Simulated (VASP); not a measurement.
# AlAs (F-43m) in VASP: single point with PBE0

Aim: the single point of AlAs with PBE0.

Program: VASP 6.6.1. These are calculated values, not measurements. Logs are shortened: lines on timing, memory, paths and dates and some standing lists are left out, and cuts for length are marked.

## (1) Starting point

The structure is cubic, space group F-43m (No. 216). The conventional cell has a = 5.682 Å, b = 5.682 Å, c = 5.682 Å, α = 90.00°, β = 90.00°, γ = 90.00°. Around Al (site symmetry -43m) lie 4 As at 2.46 Å. Around As (site symmetry -43m) lie 4 Al at 2.46 Å.

The cell is a database's computed one.

## (2) Single point, PBE0

Input file POSCAR:

```
AlAs
1.0
    0.0000000000      2.8408800000      2.8408800000
    2.8408800000      0.0000000000      2.8408800000
    2.8408800000      2.8408800000      0.0000000000
Al As
1 1
Direct
    0.0000000000      0.0000000000      0.0000000000
    0.2500000000      0.2500000000      0.2500000000
```

Input file INCAR.step1:

```
SYSTEM = AlAs
ALGO = Normal
EDIFF = 1E-5
ENCUT = 520
GGA = PE
ISIF = 2
ISMEAR = 0
LASPH = .TRUE.
LCHARG = .FALSE.
LREAL = .FALSE.
LWAVE = .TRUE.
NBANDS = 11
NELM = 60
PREC = Accurate
SIGMA = 0.02
```

Input file INCAR.step2:

```
SYSTEM = AlAs
AEXX = 0.25
ALGO = Normal
EDIFF = 1E-6
ENCUT = 520
GGA = PE
HFRCUT = -1
ISIF = 2
ISMEAR = 0
ISTART = 1
LASPH = .TRUE.
LCHARG = .FALSE.
LHFCALC = .TRUE.
LREAL = .FALSE.
LWAVE = .FALSE.
NBANDS = 11
NELM = 60
PREC = Accurate
PRECFOCK = Fast
SIGMA = 0.02
```

Input file KPOINTS:

```
k-points
0
G
  6 6 6
  0 0 0
```

Potentials or basis: VASP PAW PBE potentials, release 64 (Al, As).

Started as:

```bash
$ cat potpaw_PBE.64/Al/POTCAR potpaw_PBE.64/As/POTCAR > POTCAR
$ cp INCAR.step1 INCAR
$ mpirun -np 1 vasp_std > vasp.out
$ cp INCAR.step2 INCAR
$ mpirun -np 1 vasp_std > vasp.out
```

OUTCAR:

```text
SYSTEM = AlAs
   AEXX = 0.25
   EDIFF = 1E-6
   ENCUT = 520
   GGA = PE
   ISIF = 2
   ISMEAR = 0
   ISTART = 1
   LASPH = .TRUE.
   LHFCALC = .TRUE.
   LREAL = .FALSE.
   NELM = 60
   PREC = Accurate
   PRECFOCK = Fast

 ion  position               nearest neighbor table
   1  0.000  0.000  0.000-   2 2.46   2 2.46   2 2.46   2 2.46
   2  0.250  0.250  0.250-   1 2.46   1 2.46   1 2.46   1 2.46

  LATTYP: Found a face centered cubic cell.
 ALAT       =     5.6817600000

  Lattice vectors:

 A1 = (   0.0000000000,   2.8408800000,   2.8408800000)
 A2 = (   2.8408800000,   0.0000000000,   2.8408800000)
 A3 = (   2.8408800000,   2.8408800000,   0.0000000000)

Analysis of symmetry for initial positions (statically):
=====================================================================
 Subroutine PRICEL returns:
 Original cell was already a primitive cell.

 Routine SETGRP: Setting up the symmetry group for a
 face centered cubic supercell.

 Subroutine GETGRP returns: Found 24 space group operations
 (whereof 24 operations were pure point group operations)
 out of a pool of 48 trial point group operations.

The static configuration has the point symmetry T_d .

Analysis of symmetry for dynamics (positions and initial velocities):
=====================================================================
 Subroutine PRICEL returns:
 Original cell was already a primitive cell.

 Routine SETGRP: Setting up the symmetry group for a
 face centered cubic supercell.

 Subroutine GETGRP returns: Found 24 space group operations
 (whereof 24 operations were pure point group operations)
 out of a pool of 48 trial point group operations.

The dynamic configuration has the point symmetry T_d .

 Subroutine INISYM returns: Found 24 space group operations
 (whereof 24 operations are pure point group operations),
 and found     1 'primitive' translations

----------------------------------------------------------------------------------------

                                     Primitive cell

  volume of cell :      45.8552

  direct lattice vectors                    reciprocal lattice vectors
     0.000000000  2.840880000  2.840880000    -0.176001802  0.176001802  0.176001802
     2.840880000  0.000000000  2.840880000     0.176001802 -0.176001802  0.176001802
     2.840880000  2.840880000  0.000000000     0.176001802  0.176001802 -0.176001802

  length of vectors
     4.017611025  4.017611025  4.017611025     0.304844064  0.304844064  0.304844064

  position of ions in fractional coordinates (direct lattice)
     0.000000000  0.000000000  0.000000000
     0.250000000  0.250000000  0.250000000

  ion indices of the primitive-cell ions
   primitive index   ion index
                 1           1
                 2           2

----------------------------------------------------------------------------------------

 KPOINTS: k-points

Automatic generation of k-mesh.
 Grid dimensions read from file:
 generate k-points for:    6    6    6

 Generating k-lattice:

  Cartesian coordinates                     Fractional coordinates (reciprocal lattice)
    -0.029333634  0.029333634  0.029333634     0.166666667  0.000000000  0.000000000
     0.029333634 -0.029333634  0.029333634     0.000000000  0.166666667  0.000000000
     0.029333634  0.029333634 -0.029333634     0.000000000  0.000000000  0.166666667

  Length of vectors
     0.050807344  0.050807344  0.050807344

  Shift w.r.t. Gamma in fractional coordinates (k-lattice)
     0.000000000  0.000000000  0.000000000

 Subroutine IBZKPT returns following result:
 ===========================================

 Found     16 irreducible k-points:

 Following reciprocal coordinates:
            Coordinates               Weight
  0.000000  0.000000  0.000000      1.000000
  0.166667  0.000000  0.000000      8.000000
  0.333333  0.000000  0.000000      8.000000
  0.500000  0.000000  0.000000      4.000000
  0.166667  0.166667  0.000000      6.000000
  0.333333  0.166667  0.000000     24.000000
[... 8 lines left out ...]
 -0.333333  0.333333  0.166667     24.000000
 -0.333333  0.500000  0.166667     12.000000
   k-points           NKPTS =     16   k-points in BZ     NKDIM =    216   number of bands    NBANDS=     11
   number of dos      NEDOS =    301   number of ions     NIONS =      2
   total plane-waves  NPLWV =  27000
   dimension x,y,z NGX =    30 NGY =   30 NGZ =   30
   dimension x,y,z NGXF=    60 NGYF=   60 NGZF=   60
   ions per type =               1   1
   NGX,Y,Z   is equivalent  to a cutoff of  12.41, 12.41, 12.41 a.u.
   NGXF,Y,Z  is equivalent  to a cutoff of  24.83, 24.83, 24.83 a.u.
 SYSTEM =  AlAs
   PREC   = accura    normal or accurate (medium, high low for compatibility)
   ISTART =      1    job   : 0-new  1-cont  2-samecut
   ICHARG =      0    charge: 1-file 2-atom 10-const
   ISPIN  =      1    spin polarized calculation?
   LNONCOLLINEAR =      F non collinear calculations
   LSORBIT =      F    spin-orbit coupling
   LASPH  =      T    aspherical Exc in radial PAW
   ENCUT  =  520.0 eV  38.22 Ry    6.18 a.u.   7.47  7.47  7.47*2*pi/ulx,y,z
   NELM   =     60;   NELMIN=  2; NELMDL=  0     # of ELM steps
   EDIFF  = 0.1E-05   stopping-criterion for ELM
   LREAL  =      F    real-space projection
   EDIFFG = 0.1E-04   stopping-criterion for IOM
   NSW    =      0    number of steps for IOM
   IBRION =     -1    ionic relax: 0-MD 1-quasi-New 2-CG
   NFREE  =      0    steps in history (QN), initial steepest desc. (CG)
   ISIF   =      2    stress and relaxation
   ISYM   =      3    0-nonsym 1-usesym 2-fastsym
   POTIM  = 0.5000    time-step for ionic-motion
   TEBEG  =    0.0;   TEEND  =   0.0 temperature during run
   PSTRESS=    0.0 pullay stress
   NELECT =       8.0000    total number of electrons
   NUPDOWN=      -1.0000    fix difference up-down
   EMIN   =  10.00;   EMAX   =-10.00  energy-range for DOS
   EFERMI =   0.00;   METHOD = LEGACY
   ISMEAR =     0;   SIGMA  =   0.02  broadening in eV -4-tet -1-fermi 0-gaus
   EFERMI_NEDOS =   21; number of points for ismear=-14 and -15
   IALGO  =     38    algorithm
   IMIX   =      1    mixing-type and parameters
     AMIX     =   0.40;   BMIX     =  1.00
     AMIX_MAG =   1.60;   BMIX_MAG =  1.00
  volume/ion in A,a.u.               =      22.93       154.72
  Fermi-wavevector in a.u.,A,eV,Ry     =   0.914763  1.728651 11.385238  0.836791
  Thomas-Fermi vector in A             =   2.039427
   LORBIT       =      0    0 simple, 1 ext, 2 COOP (PROOUT), +10 PAW based schemes
   GGA     = PE    functional components
   LHFCALC =     T    Hartree Fock is set to
   PRECFOCK=fast      Normal, Fast or Accurate (Low or Medium for compatibility)
   ENCUT4O =  -1.0   cutoff for four orbital integrals eV
   NKREDX  =     1    reduce k-point grid by
   NKREDY  =     1    reduce k-point grid by
   NKREDZ  =     1    reduce k-point grid by
   AEXX    =    0.2500 exact exchange contribution
   HFSCREEN=    0.0000 screening length (either q_TF or 0.3 A-1)
   HFSCREENC=   0.0000 screening length for correlation (either q_TF or 0.3 A-1)
   ENCUTFOCK=  -1.0 apply spherical cutoff to Coloumb kernel
   IVDW    =     0    specifies the selected vdW correction
   LEPSILON=     F    determine dielectric tensor
   LRPA    =     F    only Hartree local field effects (RPA)
 non-spin polarized calculation
 Gauss-broadening in eV      SIGMA  =   0.02
  energy-cutoff  :      520.00
  volume of cell :       45.86
 maximum number of plane-waves:      1258
 NGX is ok and might be reduce to    30
  NGX = 18; NGY = 18; NGZ = 18

 number of electron       7.9999999 magnetization

 Free energy of the ion-electron system (eV)
  ---------------------------------------------------
  ext. energy  EPLUGINS =         0.00000000
  ---------------------------------------------------
  free energy    TOTEN  =       -11.83873283 eV

  energy without entropy =      -11.83873283  energy(sigma->0) =      -11.83873283

 E-fermi :   3.1478     XC(G=0):  -7.1332

 val. band max:        2.9998210587   @ k =   0.0000   0.0000   0.0000
 cond. band min:       5.7640708050   @ k =   0.5000   0.5000   0.0000
 fundamental gap:      2.7642497463
 Fermi energy:         3.1477515175

 k-point     1 :       0.0000    0.0000    0.0000
  band No.  band energies     occupation
      1     -10.1130      2.00000
      2       2.9998      2.00000
      3       2.9998      2.00000
      4       2.9998      2.00000
      5       6.4767      0.00000
      6       8.8197      0.00000
      7       8.8197      0.00000
      8       8.8197      0.00000
      9      13.5152      0.00000
     10      13.7848      0.00000
     11      13.7848      0.00000

 k-point     2 :       0.1667    0.0000    0.0000
  band No.  band energies     occupation
      1      -9.8140      2.00000
      2       0.7580      2.00000
      3       2.7152      2.00000
      4       2.7152      2.00000
      5       7.2693      0.00000
      6       9.2895      0.00000
      7       9.2895      0.00000
      8       9.7478      0.00000
      9      12.9407      0.00000
     10      12.9407      0.00000
     11      14.4248      0.00000

 k-point     3 :       0.3333    0.0000    0.0000
  band No.  band energies     occupation
      1      -9.0628      2.00000
      2      -1.9501      2.00000
      3       2.2722      2.00000
      4       2.2722      2.00000
      5       6.7772      0.00000
      6       9.4345      0.00000
      7       9.4345      0.00000
      8      12.1785      0.00000
      9      13.8170      0.00000
     10      13.8170      0.00000
     11      14.0576      0.00000

 k-point     4 :       0.5000    0.0000    0.0000
  band No.  band energies     occupation
      1      -8.5299      2.00000
      2      -3.1655      2.00000
      3       2.0885      2.00000
      4       2.0885      2.00000
      5       6.5326      0.00000
      6       9.2342      0.00000
      7       9.2342      0.00000
      8      12.3751      0.00000
      9      15.9803      0.00000
     10      16.5108      0.00000
     11      16.5108      0.00000

 k-point     5 :       0.1667    0.1667    0.0000
  band No.  band energies     occupation
      1      -9.7130      2.00000
      2       0.8740      2.00000
      3       2.1531      2.00000
      4       2.1531      2.00000
      5       7.7304      0.00000
      6       8.4318      0.00000
      7      10.2366      0.00000
      8      10.2366      0.00000
      9      11.5512      0.00000
     10      14.3001      0.00000
     11      15.4014      0.00000
[... 99 lines left out ...]
 k-point    13 :       0.5000    0.5000    0.0000
  band No.  band energies     occupation
      1      -7.9111      2.00000
      2      -3.0224      2.00000
      3       0.6076      2.00000
      4       0.6076      2.00000
      5       5.7641      0.00000
      6       6.6591      0.00000
      7      15.2972      0.00000
      8      15.2972      0.00000
      9      16.6635      0.00000
     10      17.4685      0.00000
     11      17.4685      0.00000

 k-point    14 :       0.5000    0.3333    0.1667
  band No.  band energies     occupation
      1      -8.4725      2.00000
      2      -2.1208      2.00000
      3       0.0334      2.00000
      4       1.2194      2.00000
      5       8.1249      0.00000
      6       9.1003      0.00000
      7       9.7039      0.00000
      8      12.7014      0.00000
      9      14.0581      0.00000
     10      15.5977      0.00000
     11      17.8848      0.00000

 k-point    15 :      -0.3333    0.3333    0.1667
  band No.  band energies     occupation
      1      -8.0680      2.00000
      2      -2.6759      2.00000
      3      -0.4679      2.00000
      4       0.8039      2.00000
      5       8.3990      0.00000
      6       9.1293      0.00000
      7      11.3981      0.00000
      8      12.1088      0.00000
      9      13.1559      0.00000
     10      16.3987      0.00000
     11      17.7046      0.00000

 k-point    16 :      -0.3333    0.5000    0.1667
  band No.  band energies     occupation
      1      -7.8860      2.00000
      2      -2.7619      2.00000
      3      -0.2087      2.00000
      4       0.0804      2.00000
      5       7.5905      0.00000
      6       8.6020      0.00000
      7      11.8628      0.00000
      8      12.5556      0.00000
      9      15.5364      0.00000
     10      17.2362      0.00000
     11      17.5345      0.00000

------------------------ aborting loop because EDIFF is reached ----------------------------------------

  FORCE on cell =-STRESS in cart. coord.  units (eV):
  Direction    XX          YY          ZZ          XY          YZ          ZX
  --------------------------------------------------------------------------------------
  -------------------------------------------------------------------------------------
  Total       -0.0854810     -0.0854810     -0.0854810      0.0000000      0.0000000     -0.0000000
  in kB       -2.9866987     -2.9866987     -2.9866987      0.0000000      0.0000000     -0.0000000
  external PRESSURE =      -2.9866987 kB  Pullay stress =       0.0000000 kB

 VOLUME and BASIS-vectors are now :
 -----------------------------------------------------------------------------
  energy-cutoff  :      520.00
  volume of cell :       45.86
      direct lattice vectors                 reciprocal lattice vectors
     0.000000000  2.840880000  2.840880000    -0.176001802  0.176001802  0.176001802
     2.840880000  0.000000000  2.840880000     0.176001802 -0.176001802  0.176001802
     2.840880000  2.840880000  0.000000000     0.176001802  0.176001802 -0.176001802

 POSITION                                       TOTAL-FORCE (eV/Angst)
 -----------------------------------------------------------------------------------
      0.00000      0.00000      0.00000        -0.000000     -0.000000     -0.000000
      1.42044      1.42044      1.42044         0.000000      0.000000      0.000000
 -----------------------------------------------------------------------------------
    total drift:                               -0.000000     -0.000000     -0.000000

  FREE ENERGIE OF THE ION-ELECTRON SYSTEM (eV)
  ---------------------------------------------------
  free  energy   TOTEN  =       -11.8387328274 eV

  energy  without entropy=      -11.8387328274  energy(sigma->0) =      -11.83873283
```

Wall time 5.2 min (1 thread of Intel Xeon Platinum 8488C (Sapphire Rapids), shared host); peak memory 0.19 GiB.

What came out:

```
Free energy            : -11.8387 eV
Pressure               : -0.3 GPa
Band gap on the k mesh : 2.76 eV, indirect (least direct gap 3.48 eV)
```

Levels at points of the mesh, in eV from the valence-band top:
```csv
k point,band 1,band 2,band 3,band 4,band 5,band 6,band 7,band 8
"(0.00, 0.00, 0.00)",-13.11,0.00,0.00,0.00,3.48,5.82,5.82,5.82
"(0.50, 0.00, 0.00)",-11.53,-6.17,-0.91,-0.91,3.53,6.23,6.23,9.38
"(0.50, 0.50, 0.00)",-10.91,-6.02,-2.39,-2.39,2.76,3.66,12.30,12.30
```

Caveat: the PAW data sets were made with another functional, which shifts forces and pressure a little. A k mesh can miss the band edges.
